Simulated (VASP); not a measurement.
# Au (a cell with a defect) in VASP: notebook, part 2 of 2

VASP 6.6.1. Earlier steps stand in the parts before.

## Step 3: Single point, PBE

File INCAR:

```
SYSTEM = Au
PREC = Accurate
ENCUT = 520
EDIFF = 1E-7
ISMEAR = 0
SIGMA = 0.1
LREAL = .False.
LASPH = .True.
NELM = 60
ALGO = Fast
ISIF = 2
LWAVE = .False.
LCHARG = .True.
GGA = PE
LELF = .True.
LVHAR = .True.
NBANDS = 48
```

File KPOINTS:

```
Automatic mesh
0
Gamma
  3 3 3
  0 0 0
```

File POSCAR:

```
Au
1.0
    0.0000000000      4.1384880000      4.1384880000
    4.1384880000      0.0000000000      4.1384880000
    4.1384880000      4.1384880000      0.0000000000
Au
7
Direct
   -0.0067286652      0.0155398542     -0.0318334860
    0.0079640197      0.4786400251      0.0273778733
    0.0006416595      0.8820403732      0.4977650050
    0.5005424687     -0.0014500465     -0.0021940380
    0.4710790511      0.0155448077      0.4904233140
    0.5006791128      0.5106489375     -0.0022794557
    0.5302315725      0.4786013636      0.5050919563
```

Potentials or basis: VASP PAW PBE potentials, release 64 (Au).

The run is started by

```bash
> cat potpaw_PBE.64/Au/POTCAR > POTCAR
> mpirun -np 1 vasp_std > vasp.out
```

OUTCAR:

```text
SYSTEM = Au
   PREC = Accurate
   ENCUT = 520
   EDIFF = 1E-7
   ISMEAR = 0
   LREAL = .False.
   LASPH = .True.
   NELM = 60
   ISIF = 2
   GGA = PE

 ion  position               nearest neighbor table
   1  0.993  0.016  0.968-   5 2.80   3 2.81   4 2.85   6 2.90   2 2.94   2 2.95   6 2.97   4 3.01
                             5 3.06   3 3.19
   2  0.008  0.479  0.027-   7 2.80   3 2.81   4 2.85   6 2.90   1 2.94   1 2.95   6 2.97   4 3.01
                             7 3.06   3 3.19
   3  0.001  0.882  0.498-   5 2.81   7 2.81   2 2.81   1 2.81   4 3.00   4 3.01   1 3.19   7 3.19
                             2 3.19   5 3.19
   4  0.501  0.999  0.998-   2 2.85   5 2.85   7 2.85   1 2.85   6 2.86   6 3.00   3 3.00   3 3.01
                             1 3.01   5 3.01   7 3.01   2 3.01
   5  0.471  0.016  0.490-   1 2.80   3 2.81   4 2.85   6 2.90   7 2.94   7 2.95   6 2.97   4 3.01
                             1 3.06   3 3.19
   6  0.501  0.511  0.998-   4 2.86   1 2.90   7 2.90   2 2.90   5 2.90   5 2.97   2 2.97   7 2.97
                             1 2.97   4 3.00
   7  0.530  0.479  0.505-   2 2.80   3 2.81   4 2.85   6 2.90   5 2.94   5 2.95   6 2.97   4 3.01
                             2 3.06   3 3.19

  LATTYP: Found a face centered cubic cell.
 ALAT       =     8.2769760000

  Lattice vectors:

 A1 = (   0.0000000000,   4.1384880000,   4.1384880000)
 A2 = (   4.1384880000,   0.0000000000,   4.1384880000)
 A3 = (   4.1384880000,   4.1384880000,   0.0000000000)

Analysis of symmetry for initial positions (statically):
=====================================================================
 Subroutine PRICEL returns:
 Original cell was already a primitive cell.

 Routine SETGRP: Setting up the symmetry group for a
 face centered cubic supercell.

 Subroutine GETGRP returns: Found  1 space group operations
 (whereof  1 operations were pure point group operations)
 out of a pool of 48 trial point group operations.

The static configuration has the point symmetry C_1 .

Analysis of symmetry for dynamics (positions and initial velocities):
=====================================================================
 Subroutine PRICEL returns:
 Original cell was already a primitive cell.

 Routine SETGRP: Setting up the symmetry group for a
 face centered cubic supercell.

 Subroutine GETGRP returns: Found  1 space group operations
 (whereof  1 operations were pure point group operations)
 out of a pool of 48 trial point group operations.

The dynamic configuration has the point symmetry C_1 .

 Subroutine INISYM returns: Found  1 space group operations
 (whereof  1 operations are pure point group operations),
 and found     1 'primitive' translations

----------------------------------------------------------------------------------------

                                     Primitive cell

  volume of cell :     141.7605

  direct lattice vectors                    reciprocal lattice vectors
     0.000000000  4.138488000  4.138488000    -0.120817071  0.120817071  0.120817071
     4.138488000  0.000000000  4.138488000     0.120817071 -0.120817071  0.120817071
     4.138488000  4.138488000  0.000000000     0.120817071  0.120817071 -0.120817071

  length of vectors
     5.852705857  5.852705857  5.852705857     0.209261306  0.209261306  0.209261306

  position of ions in fractional coordinates (direct lattice)
[... 59 lines left out ...]
  0.333333 -0.333333 -0.333333      2.000000
   k-points           NKPTS =     14   k-points in BZ     NKDIM =     14   number of bands    NBANDS=     48
   number of dos      NEDOS =    301   number of ions     NIONS =      7
   total plane-waves  NPLWV = 110592
   dimension x,y,z NGX =    48 NGY =   48 NGZ =   48
   dimension x,y,z NGXF=    96 NGYF=   96 NGZF=   96
   ions per type =               7
   NGX,Y,Z   is equivalent  to a cutoff of  13.63, 13.63, 13.63 a.u.
   NGXF,Y,Z  is equivalent  to a cutoff of  27.27, 27.27, 27.27 a.u.
 SYSTEM =  Au
   PREC   = accura    normal or accurate (medium, high low for compatibility)
   ISTART =      0    job   : 0-new  1-cont  2-samecut
   ICHARG =      2    charge: 1-file 2-atom 10-const
   ISPIN  =      1    spin polarized calculation?
   LNONCOLLINEAR =      F non collinear calculations
   LSORBIT =      F    spin-orbit coupling
   LASPH  =      T    aspherical Exc in radial PAW
   ENCUT  =  520.0 eV  38.22 Ry    6.18 a.u.  10.88 10.88 10.88*2*pi/ulx,y,z
   NELM   =     60;   NELMIN=  2; NELMDL= -5     # of ELM steps
   EDIFF  = 0.1E-06   stopping-criterion for ELM
   LREAL  =      F    real-space projection
   EDIFFG = 0.1E-05   stopping-criterion for IOM
   NSW    =      0    number of steps for IOM
   IBRION =     -1    ionic relax: 0-MD 1-quasi-New 2-CG
   NFREE  =      0    steps in history (QN), initial steepest desc. (CG)
   ISIF   =      2    stress and relaxation
   ISYM   =      2    0-nonsym 1-usesym 2-fastsym
   POTIM  = 0.5000    time-step for ionic-motion
   TEBEG  =    0.0;   TEEND  =   0.0 temperature during run
   PSTRESS=    0.0 pullay stress
   NELECT =      77.0000    total number of electrons
   NUPDOWN=      -1.0000    fix difference up-down
   EMIN   =  10.00;   EMAX   =-10.00  energy-range for DOS
   EFERMI =   0.00;   METHOD = LEGACY
   ISMEAR =     0;   SIGMA  =   0.10  broadening in eV -4-tet -1-fermi 0-gaus
   EFERMI_NEDOS =   21; number of points for ismear=-14 and -15
   IALGO  =     68    algorithm
   IMIX   =      4    mixing-type and parameters
     AMIX     =   0.40;   BMIX     =  1.00
     AMIX_MAG =   1.60;   BMIX_MAG =  1.00
  volume/ion in A,a.u.               =      20.25       136.66
  Fermi-wavevector in a.u.,A,eV,Ry     =   1.335734  2.524172 24.275322  1.784186
  Thomas-Fermi vector in A             =   2.464415
   LORBIT       =      0    0 simple, 1 ext, 2 COOP (PROOUT), +10 PAW based schemes
   GGA     = PE    functional components
   LHFCALC =     F    Hartree Fock is set to
   AEXX    =    0.0000 exact exchange contribution
   IVDW    =     0    specifies the selected vdW correction
   LEPSILON=     F    determine dielectric tensor
   LRPA    =     F    only Hartree local field effects (RPA)
 non-spin polarized calculation
 RMM-DIIS sequential band-by-band and
 Gauss-broadening in eV      SIGMA  =   0.10
  energy-cutoff  :      520.00
  volume of cell :      141.76
 maximum number of plane-waves:      3856
 NGX is ok and might be reduce to    48

 number of electron      77.0000003 magnetization

 Free energy of the ion-electron system (eV)
  ---------------------------------------------------
  ext. energy  EPLUGINS =         0.00000000
  ---------------------------------------------------
  free energy    TOTEN  =       -21.38024518 eV

  energy without entropy =      -21.33532012  energy(sigma->0) =      -21.35778265

 E-fermi :   7.1098     XC(G=0): -11.5724

 val. band max:        7.0904965041   @ k =   0.0000   0.0000   0.0000
 cond. band min:       7.1703054197   @ k =   0.3333   0.0000  -0.3333
 fundamental gap:      0.0798089157
 Fermi energy:         7.1097943812

 k-point     1 :       0.0000    0.0000    0.0000
  band No.  band energies     occupation
      1      -1.6695      2.00000
      2       0.3740      2.00000
      3       0.5161      2.00000
      4       0.5913      2.00000
      5       0.6547      2.00000
      6       0.9852      2.00000
[... 703 lines left out ...]
     47      14.2519      0.00000
     48      16.0332      0.00000

------------------------ aborting loop because EDIFF is reached ----------------------------------------

  FORCE on cell =-STRESS in cart. coord.  units (eV):
  Direction    XX          YY          ZZ          XY          YZ          ZX
  --------------------------------------------------------------------------------------
  -------------------------------------------------------------------------------------
  Total       -3.0169779     -2.3975976     -3.0159253     -0.0012473      0.0003661     -0.4039665
  in kB      -34.0978988    -27.0976596    -34.0860024     -0.0140969      0.0041377     -4.5656313
  external PRESSURE =     -31.7605203 kB  Pullay stress =       0.0000000 kB

 VOLUME and BASIS-vectors are now :
 -----------------------------------------------------------------------------
  energy-cutoff  :      520.00
  volume of cell :      141.76
      direct lattice vectors                 reciprocal lattice vectors
     0.000000000  4.138488000  4.138488000    -0.120817071  0.120817071  0.120817071
     4.138488000  0.000000000  4.138488000     0.120817071 -0.120817071  0.120817071
     4.138488000  4.138488000  0.000000000     0.120817071  0.120817071 -0.120817071

 POSITION                                       TOTAL-FORCE (eV/Angst)
 -----------------------------------------------------------------------------------
      4.07106      8.11739      4.17495        -0.014549      0.060114     -0.157310
      2.09415      0.14626      2.01381        -0.157948     -0.060424     -0.014142
      5.71031      2.06265      3.65297         0.476082      0.000273      0.475800
      8.26190      6.20090      6.20398        -0.128802      0.000647     -0.127738
      2.09394      3.97917      2.01389        -0.157476      0.059342     -0.014972
      6.24237      6.20111      4.18537        -0.003427     -0.000124     -0.003904
      4.07100      4.28467      4.17504        -0.013879     -0.059828     -0.157734
 -----------------------------------------------------------------------------------
    total drift:                                0.000148      0.000025      0.000076

  FREE ENERGIE OF THE ION-ELECTRON SYSTEM (eV)
  ---------------------------------------------------
  free  energy   TOTEN  =       -21.3802451845 eV

  energy  without entropy=      -21.3353201170  energy(sigma->0) =      -21.35778265
```

Run time: 88 s. Hardware: 1 thread of Intel Xeon Platinum 8488C (Sapphire Rapids), shared host; peak memory 0.33 GiB.

What came out:

```
Free energy            : -21.3802 eV
Pressure               : -3.2 GPa
Largest force          : 0.673 eV/Å
Band gap on the k mesh : none (metal or under the smearing width)
```

Forces in eV/Å, atoms in the order of the input:
```
Au  -0.015  0.060 -0.157
Au  -0.158 -0.060 -0.014
Au   0.476  0.000  0.476
Au  -0.129  0.001 -0.128
Au  -0.157  0.059 -0.015
Au  -0.003  0.000 -0.004
Au  -0.014 -0.060 -0.158
```

Stress tensor (GPa, compression positive):
```
-3.41  0.00 -0.46
 0.00 -2.71  0.00
-0.46  0.00 -3.41
```

Caveat: the k mesh is coarse (spacing up to 0.44 Å⁻¹), so the values aren't converged.

## Step 4: Single point, PBE

File INCAR:

```
SYSTEM = Au
  PREC = Accurate
  ENCUT = 520
  EDIFF = 1E-7
  ISMEAR = 0
  SIGMA = 0.1
  LREAL = .False.
  LASPH = .True.
  NELM = 60
  ALGO = Normal
  ISIF = 2
  LWAVE = .False.
  LCHARG = .True.
  GGA = PE
  LELF = .True.
  LVHAR = .True.
  NBANDS = 48
```

KPOINTS is that of step 3.

File POSCAR:

```
Au
1.0
    0.0000000000      4.1384880000      4.1384880000
    4.1384880000      0.0000000000      4.1384880000
    4.1384880000      4.1384880000      0.0000000000
Au
7
Direct
    0.0006371892      0.0004453317     -0.0021017338
    0.0008423366      0.5005509258     -0.0021551349
    0.0008536934      1.0003573769      0.4979671320
    0.5003972465      0.0005137142     -0.0020884439
    0.5009892502      0.0003361131      0.4978426904
    0.5009803097      0.5004397741     -0.0022672532
    0.5007746791      0.5004789189      0.4978330250
```

The run is started by

```bash
> cat potpaw_PBE.64/Au/POTCAR > POTCAR
> mpirun -np 1 vasp_std > vasp.out
```

It took 64 s on 1 thread of Intel Xeon Platinum 8488C (Sapphire Rapids), shared host; peak memory 0.34 GiB.

The run converged. Its results:

* Free energy: -21.7291 eV
* Pressure: -4.1 GPa
* Largest force: 0.007 eV/Å
* Band gap on the k mesh: none (metal or under the smearing width)

Forces on the atoms (eV/Å):
```
Au   0.000  0.001  0.001
Au   0.000  0.000 -0.004
Au   0.002 -0.003  0.000
Au  -0.001  0.004  0.005
Au   0.001 -0.003  0.000
Au   0.001  0.000 -0.003
Au  -0.003  0.002  0.000
```

Levels at points of the mesh, in eV from the Fermi level:
```tsv
k point	band 37	band 38	band 39	band 40	band 41	band 42
(0.00, 0.00, 0.00)	-0.66	-0.11	-0.11	-0.11	2.19	2.19
```

Caveat: the k mesh is coarse (spacing up to 0.44 Å⁻¹), so the values aren't converged. The run has no spin-orbit coupling, so splittings on Au are missing.

## Step 5: The runs side by side

| cell | gap on the mesh (eV) | pressure (GPa) | largest force (eV/Å) |
| --- | --- | --- | --- |
| Immm, 20.25 Å³/atom | none | -2.6 | 0.04 |
| Imm2, 20.25 Å³/atom | none | -3.2 | 0.67 |
| Cm, 20.25 Å³/atom | none | -4.1 | 0.01 |

Some of these runs hold the atoms at other places in the same cell, which the table doesn't show; runs alike in all that it shows share one row.

Alike in all rows: task single point; level PBE; potentials or basis VASP PAW PBE potentials, release 64 (Au); no spin polarisation; k mesh 3 × 3 × 3; cutoff (eV) 520; smearing gaussian 0.1 eV; the mesh is coarse, so values aren't converged.

Caveats: all runs use coarse meshes.

Total energies depend on the potentials used, so only differences within one code and one set of settings carry meaning.
